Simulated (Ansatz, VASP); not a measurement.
**BN: VASP beside Ansatz**

```xyz
4
Lattice="2.5916 0.0000 0.0000 -1.2958 2.0926 0.0000 0.0000 0.0000 6.6612" Properties=species:S:1:pos:R:3 pbc="T T T"
B     0.0000    1.3951    1.6653
B     1.2958    0.6975    4.9959
N     0.0000    1.3951    4.9959
N     1.2958    0.6975    1.6653
```

Change from the starting cell: strain +0.0350 x Voigt [1, -1, 0, 0, 0, 0], atoms carried along.

Alike in both runs: task single point; functional PBEsol; k mesh 12 × 12 × 4; occupations gaussian, width 0.05 eV; no spin polarisation.

|  | VASP | Ansatz |
| --- | --- | --- |
| version | VASP 6.6.1 | Ansatz 0.2.0 |
| potentials or method | VASP PAW PBE potentials, release 64 (B, N) | scalar-relativistic, plane waves, PAW |
| plane-wave cutoff (eV) | 520 | 420 |
| valence electrons in the cell | 16 | 16 |

```tsv
	VASP	Ansatz	Ansatz less VASP
gap on the k mesh at the Fermi level (eV)	3.94	3.96	+0.011
least direct gap on the mesh (eV)	4.59	4.60	+0.010
pressure (GPa)	2.3	2.0	-0.30
largest component of the traceless stress (GPa)	27.08	26.76	-0.321
rms of the force components (eV/Å)	0.631	0.627	-0.0040
```

Atom by atom the forces differ by 0.004 eV/Å (rms over components).

Caveats: the PAW data sets were made with another functional, which shifts forces and pressure a little (VASP); this functional lacks dispersion, which binds the layers, so the pressure and a relaxed spacing across them are unreliable. A k mesh can miss the band edges.
